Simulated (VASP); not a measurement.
# GaP (F-43m) in VASP: settings compared, part 2 of 2

VASP 6.6.1. The steps go on from the part before.

## 3. Relaxation of cell and atoms, r2SCAN+rVV10

Input file INCAR:

```
  PREC = Accurate
  ENCUT = 600
  EDIFF = 1E-7
  ISMEAR = 0
  SIGMA = 0.02
  LREAL = F
  LASPH = T
  NELM = 80
  ALGO = Normal
  ISIF = 3
  LWAVE = F
  LCHARG = F
  METAGGA = R2SCAN
  LMIXTAU = T
  LUSE_VDW = T
  IVDW_NL = 2
  BPARAM = 11.95
  CPARAM = 0.0093
  IBRION = 2
  NSW = 90
  EDIFFG = -0.005
```

Input file KPOINTS:

```
Automatic mesh
0
Gamma
  8 8 8
```

Input file POSCAR:

```
GaP
1.0
    0.0000000000      2.7258124900      2.7258124900
    2.7258124900      0.0000000000      2.7258124900
    2.7258124900      2.7258124900      0.0000000000
Ga P
1 1
Direct
    0.0000000000      0.0000000000      0.0000000000
    0.7500000000      0.7500000000      0.7500000000
```

Potentials or basis: VASP PAW PBE potentials, release 64 (Ga_d, P).

Run with:

```sh
> cat potpaw_PBE.64/Ga_d/POTCAR potpaw_PBE.64/P/POTCAR > POTCAR
> mpirun -np 1 vasp_std > vasp.out
```

OUTCAR:

```text
PREC = Accurate
   ENCUT = 600
   EDIFF = 1E-7
   ISMEAR = 0
   LREAL = F
   LASPH = T
   NELM = 80
   ISIF = 3
   METAGGA = R2SCAN
   IVDW_NL = 2
   BPARAM = 11.95
   IBRION = 2
   NSW = 90
   EDIFFG = -0.005

 ion  position               nearest neighbor table
   1  0.000  0.000  0.000-   2 2.36   2 2.36   2 2.36   2 2.36
   2  0.750  0.750  0.750-   1 2.36   1 2.36   1 2.36   1 2.36

  LATTYP: Found a face centered cubic cell.
 ALAT       =     5.4516249800

  Lattice vectors:

 A1 = (   0.0000000000,   2.7258124900,   2.7258124900)
 A2 = (   2.7258124900,   0.0000000000,   2.7258124900)
 A3 = (   2.7258124900,   2.7258124900,   0.0000000000)

Analysis of symmetry for initial positions (statically):
=====================================================================
 Subroutine PRICEL returns:
 Original cell was already a primitive cell.

 Routine SETGRP: Setting up the symmetry group for a
 face centered cubic supercell.

 Subroutine GETGRP returns: Found 24 space group operations
 (whereof 24 operations were pure point group operations)
 out of a pool of 48 trial point group operations.

The static configuration has the point symmetry T_d .

Analysis of symmetry for dynamics (positions and initial velocities):
=====================================================================
 Subroutine PRICEL returns:
 Original cell was already a primitive cell.

 Routine SETGRP: Setting up the symmetry group for a
 face centered cubic supercell.

 Subroutine GETGRP returns: Found 24 space group operations
 (whereof 24 operations were pure point group operations)
 out of a pool of 48 trial point group operations.

The dynamic configuration has the point symmetry T_d .

 Subroutine INISYM returns: Found 24 space group operations
 (whereof 24 operations are pure point group operations),
 and found     1 'primitive' translations

----------------------------------------------------------------------------------------

                                     Primitive cell

  volume of cell :      40.5059

  direct lattice vectors                    reciprocal lattice vectors
     0.000000000  2.725812490  2.725812490    -0.183431546  0.183431546  0.183431546
     2.725812490  0.000000000  2.725812490     0.183431546 -0.183431546  0.183431546
     2.725812490  2.725812490  0.000000000     0.183431546  0.183431546 -0.183431546

  length of vectors
     3.854880992  3.854880992  3.854880992     0.317712758  0.317712758  0.317712758

  position of ions in fractional coordinates (direct lattice)
     0.000000000  0.000000000  0.000000000
     0.750000000  0.750000000  0.750000000

  ion indices of the primitive-cell ions
   primitive index   ion index
                 1           1
                 2           2

----------------------------------------------------------------------------------------

 KPOINTS: Automatic mesh

Automatic generation of k-mesh.
 Grid dimensions read from file:
 generate k-points for:    8    8    8

 Generating k-lattice:

  Cartesian coordinates                     Fractional coordinates (reciprocal lattice)
    -0.022928943  0.022928943  0.022928943     0.125000000  0.000000000  0.000000000
     0.022928943 -0.022928943  0.022928943     0.000000000  0.125000000  0.000000000
     0.022928943  0.022928943 -0.022928943     0.000000000  0.000000000  0.125000000

[... 54 lines left out ...]
   ENCUT  =  600.0 eV  44.10 Ry    6.64 a.u.   7.70  7.70  7.70*2*pi/ulx,y,z
   NELM   =     80;   NELMIN=  2; NELMDL= -5     # of ELM steps
   EDIFF  = 0.1E-06   stopping-criterion for ELM
   LREAL  =      F    real-space projection
   EDIFFG = -.5E-02   stopping-criterion for IOM
   NSW    =     90    number of steps for IOM
   IBRION =      2    ionic relax: 0-MD 1-quasi-New 2-CG
   NFREE  =      1    steps in history (QN), initial steepest desc. (CG)
   ISIF   =      3    stress and relaxation
   ISYM   =      2    0-nonsym 1-usesym 2-fastsym
   POTIM  = 0.5000    time-step for ionic-motion
   TEBEG  =    0.0;   TEEND  =   0.0 temperature during run
   PSTRESS=    0.0 pullay stress
   NELECT =      18.0000    total number of electrons
   NUPDOWN=      -1.0000    fix difference up-down
   EMIN   =  10.00;   EMAX   =-10.00  energy-range for DOS
   EFERMI =   0.00;   METHOD = LEGACY
   ISMEAR =     0;   SIGMA  =   0.02  broadening in eV -4-tet -1-fermi 0-gaus
   EFERMI_NEDOS =   21; number of points for ismear=-14 and -15
   IALGO  =     38    algorithm
   IMIX   =      4    mixing-type and parameters
     AMIX     =   0.40;   BMIX     =  1.00
     AMIX_MAG =   1.60;   BMIX_MAG =  1.00
  volume/ion in A,a.u.               =      20.25       136.67
  Fermi-wavevector in a.u.,A,eV,Ry     =   1.249280  2.360796 21.234610  1.560700
  Thomas-Fermi vector in A             =   2.383328
   LORBIT       =      0    0 simple, 1 ext, 2 COOP (PROOUT), +10 PAW based schemes
   METAGGA = R2SCAN    functional components
   LHFCALC =     F    Hartree Fock is set to
   AEXX    =    0.0000 exact exchange contribution
   IVDW_NL    =     2    kernel type
   BPARAM     =11.9500
   IVDW    =     0    specifies the selected vdW correction
   LEPSILON=     F    determine dielectric tensor
   LRPA    =     F    only Hartree local field effects (RPA)
 conjugate gradient relaxation of ions
 non-spin polarized calculation
 Gauss-broadening in eV      SIGMA  =   0.02
  energy-cutoff  :      600.00
  volume of cell :       40.51
 maximum number of plane-waves:      1366
   NGX = 15   NGY = 15   NGZ = 15

--------------------------------------- Ionic step        1  -------------------------------------------

 number of electron      18.0000003 magnetization

 Free energy of the ion-electron system (eV)
  ---------------------------------------------------
  ext. energy  EPLUGINS =         0.00000000
  ---------------------------------------------------
  free energy    TOTEN  =       -20.94971993 eV

  energy without entropy =      -20.94971993  energy(sigma->0) =      -20.94971993

------------------------ aborting loop because EDIFF is reached ----------------------------------------

  FORCE on cell =-STRESS in cart. coord.  units (eV):
  Direction    XX          YY          ZZ          XY          YZ          ZX
  --------------------------------------------------------------------------------------
  -------------------------------------------------------------------------------------
  Total       -0.2097959     -0.2097959     -0.2097959      0.0000000      0.0000000      0.0000000
  in kB       -8.2983103     -8.2983103     -8.2983103      0.0000000      0.0000000      0.0000000
  external PRESSURE =      -8.2983103 kB  Pullay stress =       0.0000000 kB
[... 95 lines left out ...]
--------------------------------------- Ionic step        4  -------------------------------------------

 number of electron      18.0000006 magnetization

 Free energy of the ion-electron system (eV)
  ---------------------------------------------------
  ext. energy  EPLUGINS =         0.00000000
  ---------------------------------------------------
  free energy    TOTEN  =       -20.95075733 eV

  energy without entropy =      -20.95075733  energy(sigma->0) =      -20.95075733

 E-fermi :   4.6470     XC(G=0): -10.6445

 val. band max:        4.5433682272   @ k =   0.0000   0.0000   0.0000
 cond. band min:       6.3824838211   @ k =   0.5000   0.5000   0.0000
 fundamental gap:      1.8391155938
 Fermi energy:         4.6470165157

 k-point     1 :       0.0000    0.0000    0.0000
  band No.  band energies     occupation
      1     -10.4472      2.00000
      2     -10.4472      2.00000
      3     -10.4472      2.00000
      4     -10.3309      2.00000
      5     -10.3309      2.00000
      6      -8.5553      2.00000
      7       4.5434      2.00000
      8       4.5434      2.00000
      9       4.5434      2.00000
     10       6.9445      0.00000
     11       8.7183      0.00000
     12       8.7183      0.00000
     13       8.7183      0.00000
[... 354 lines left out ...]
  band No.  band energies     occupation
      1     -10.5515      2.00000
      2     -10.4116      2.00000
      3     -10.3992      2.00000
      4     -10.3367      2.00000
      5     -10.3230      2.00000
      6      -5.9279      2.00000
      7      -2.1274      2.00000
      8       1.2079      2.00000
      9       2.5014      2.00000
     10       8.3751      0.00000
     11       9.1450      0.00000
     12      11.4777      0.00000
     13      12.9676      0.00000

 [... further k-points ...]

------------------------ aborting loop because EDIFF is reached ----------------------------------------

  FORCE on cell =-STRESS in cart. coord.  units (eV):
  Direction    XX          YY          ZZ          XY          YZ          ZX
  --------------------------------------------------------------------------------------
  -------------------------------------------------------------------------------------
  Total       -0.0076167     -0.0076167     -0.0076167     -0.0000000     -0.0000000     -0.0000000
  in kB       -0.3040535     -0.3040535     -0.3040535     -0.0000000     -0.0000000     -0.0000000
  external PRESSURE =      -0.3040535 kB  Pullay stress =       0.0000000 kB
[... 17 lines left out ...]
  FREE ENERGIE OF THE ION-ELECTRON SYSTEM (eV)
  ---------------------------------------------------
  free  energy   TOTEN  =       -20.9507573283 eV

  energy  without entropy=      -20.9507573283  energy(sigma->0) =      -20.95075733

 reached required accuracy - stopping structural energy minimisation
```

CONTCAR:

```text
GaP
   1.00000000000000
     0.0000000000000000    2.7174759239180850    2.7174759239180850
     2.7174759239180850   -0.0000000000000000    2.7174759239180850
     2.7174759239180850    2.7174759239180850    0.0000000000000000
  Ga              P
     1     1
Direct
     0.0000000000000000    0.0000000000000000    0.0000000000000000
     0.7500000000000000    0.7500000000000000    0.7500000000000000

  0.00000000E+00  0.00000000E+00  0.00000000E+00
  0.00000000E+00  0.00000000E+00  0.00000000E+00
```

Run time: 8.3 min. Hardware: 1 thread of Intel Xeon Platinum 8259CL at 2.50GHz (Skylake/Cascade Lake), shared host; peak memory 0.33 GiB.

Results:

```
Free energy                            : -20.9508 eV
Relaxed volume                         : 20.07 Å³/atom
Relaxed cell                           : a = 3.843 Å, b = 3.843 Å, c = 3.843 Å, α = 60.00°, β = 60.00°, γ = 60.00°
Space group after relaxing (to 0.05 Å) : F-43m (No. 216)
Energy gained by relaxing              : 0.5 meV/atom
Ionic steps                            : 4
Pressure after relaxing                : 0.0 GPa
Band gap on the k mesh                 : 1.84 eV, indirect (least direct gap 2.40 eV)
```

The path:
| step | energy change (eV) | largest force (eV/Å) | pressure (GPa) | volume (Å³) |
| --- | --- | --- | --- | --- |
| 1 | 0.0000 | 0.0000 | -0.83 | 40.51 |
| 2 | -0.0007 | 0.0000 | 0.55 | 39.89 |
| 3 | -0.0010 | 0.0000 | 0.04 | 40.12 |
| 4 | -0.0010 | 0.0000 | -0.03 | 40.14 |

Final structure:
```
Ga P
1.0
     0.00000    2.71748    2.71748
     2.71748    0.00000    2.71748
     2.71748    2.71748    0.00000
Ga P
1 1
Direct
  0.00000 0.00000 0.00000
  0.75000 0.75000 0.75000
```

Caveat: the PAW data sets were made with another functional, which shifts forces and pressure a little. A k mesh can miss the band edges.
